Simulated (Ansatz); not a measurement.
# Ba15S17: the cost of one run

Method: DFT PBE, scalar-relativistic, plane waves, PAW, in Ansatz 0.2.0.

3 further runs of the same task are left out: 3 set aside as unsound or not needed.

## 1. Starting point

It takes space group Fm-3m (No. 225, cubic). Conventional cell: a = 6.429 Å, b = 6.429 Å, c = 6.429 Å, α = 90.00°, β = 90.00°, γ = 90.00°. Ba (site symmetry m-3m) is surrounded by 6 S at 3.21 Å. S (site symmetry m-3m) is surrounded by 6 Ba at 3.21 Å.

Structure file:

```cif
data_structure
_symmetry_space_group_name_H-M 'Fm-3m'
_symmetry_Int_Tables_number 225
_cell_length_a 6.4285
_cell_length_b 6.4285
_cell_length_c 6.4285
_cell_angle_alpha 90.000
_cell_angle_beta 90.000
_cell_angle_gamma 90.000
_cell_volume 265.66
loop_
_atom_site_label
_atom_site_type_symbol
_atom_site_symmetry_multiplicity
_atom_site_Wyckoff_symbol
_atom_site_fract_x
_atom_site_fract_y
_atom_site_fract_z
_atom_site_occupancy
Ba1 Ba 4 a 0.00000 0.00000 0.00000 1
S1 S 4 b 0.50000 0.00000 0.00000 1
```

It goes back to an entry of the Materials Project.

This cell was relaxed beforehand with the same method: volume 33.21 Å³/atom, gap on the mesh 2.23 eV.

The host's static dielectric tensor, from an earlier linear-response run, has a mean of 15.31.

The perfect supercell (rows 1 -3 1; 1 1 1; -3 1 1 in vectors of this cell) comes from an earlier run at this level (32 atoms, E(σ→0) -109693.8125 eV, gap 2.47 eV on its own mesh).

## 2. Setting up the defect

The atom at (0.250, 0.750, 0.000) of the supercell is replaced. The other atoms start on their ideal sites. Its neighbours are 6 S at 3.21 Å.

## 3. Charge state 0

input.yaml

```yaml
crystal:
  lattice:
    - [-6.428517949, 6.428517949, -6.428517949]
    - [6.428517949, 6.428517949, 6.428517949]
    - [6.428517949, -6.428517949, -6.428517949]
  atoms:
    - { symbol: S, position: [0.25, 0.75, 0.0] }
    - { symbol: Ba, position: [0.0, 0.0, 0.0] }
    - { symbol: Ba, position: [0.5, 0.75, 0.75] }
    - { symbol: Ba, position: [0.75, 0.25, 0.0] }
    - { symbol: Ba, position: [0.25, 0.0, 0.75] }
    - { symbol: Ba, position: [0.5, 0.5, 0.0] }
    - { symbol: Ba, position: [0.0, 0.25, 0.75] }
    - { symbol: Ba, position: [0.75, 0.75, 0.5] }
    - { symbol: Ba, position: [0.5, 0.0, 0.5] }
    - { symbol: Ba, position: [0.75, 0.5, 0.75] }
    - { symbol: Ba, position: [0.0, 0.75, 0.25] }
    - { symbol: Ba, position: [0.25, 0.25, 0.5] }
    - { symbol: Ba, position: [0.0, 0.5, 0.5] }
    - { symbol: Ba, position: [0.75, 0.0, 0.25] }
    - { symbol: Ba, position: [0.5, 0.25, 0.25] }
    - { symbol: Ba, position: [0.25, 0.5, 0.25] }
    - { symbol: S, position: [0.25, 0.5, 0.75] }
    - { symbol: S, position: [0.0, 0.75, 0.75] }
    - { symbol: S, position: [0.5, 0.5, 0.5] }
    - { symbol: S, position: [0.75, 0.0, 0.75] }
    - { symbol: S, position: [0.25, 0.75, 0.5] }
    - { symbol: S, position: [0.5, 0.25, 0.75] }
    - { symbol: S, position: [0.0, 0.0, 0.5] }
    - { symbol: S, position: [0.75, 0.5, 0.25] }
    - { symbol: S, position: [0.5, 0.75, 0.25] }
    - { symbol: S, position: [0.75, 0.25, 0.5] }
    - { symbol: S, position: [0.0, 0.5, 0.0] }
    - { symbol: S, position: [0.25, 0.0, 0.25] }
    - { symbol: S, position: [0.0, 0.25, 0.25] }
    - { symbol: S, position: [0.75, 0.75, 0.0] }
    - { symbol: S, position: [0.5, 0.0, 0.0] }
    - { symbol: S, position: [0.25, 0.25, 0.0] }
  host:
    lattice:
      - [0.0, 3.2142589745, 3.2142589745]
      - [3.2142589745, 0.0, 3.2142589745]
      - [3.2142589745, 3.2142589745, 0.0]
    atoms:
      - { symbol: Ba, position: [0.0, 0.0, 0.0] }
      - { symbol: S, position: [0.5, 0.5, 0.5] }
basis:
  ecutwfc: 420
  xc_grid: 2
kpoints:
  mp_grid: { grid: [2, 2, 2], shift: [0.5, 0.5, 0.5] }
hamiltonian:
  xc: pbe
scf:
  occupations: { method: gaussian, width: 0.01 }
output:
  forces: true
  stress: false
  eigenvalues: true
  charged_corrections:
    defect_position: [0.25, 0.75, 0.0]
    epsilon: [[15.3131, 0.0, 0.0], [0.0, 15.3131, 0.0], [0.0, 0.0, 15.3131]]
  write_density: true
  write_potential: true
  elf: true
  volumetric_format: npy
relax:
  adjacent_minimum: "off"
  f_tol: 0.025
  max_steps: 45
```

Command:

```bash
$ ansatz run input.yaml --threads 4 --pin off --max-ram 6144MiB --backend cpu --events-out ev --progress --plain --runs-dir out
```

Q: Estimate wall time and peak memory on 4 threads of Arm Neoverse V2, shared host.

About 29 s, with a peak of 2.1 GiB.
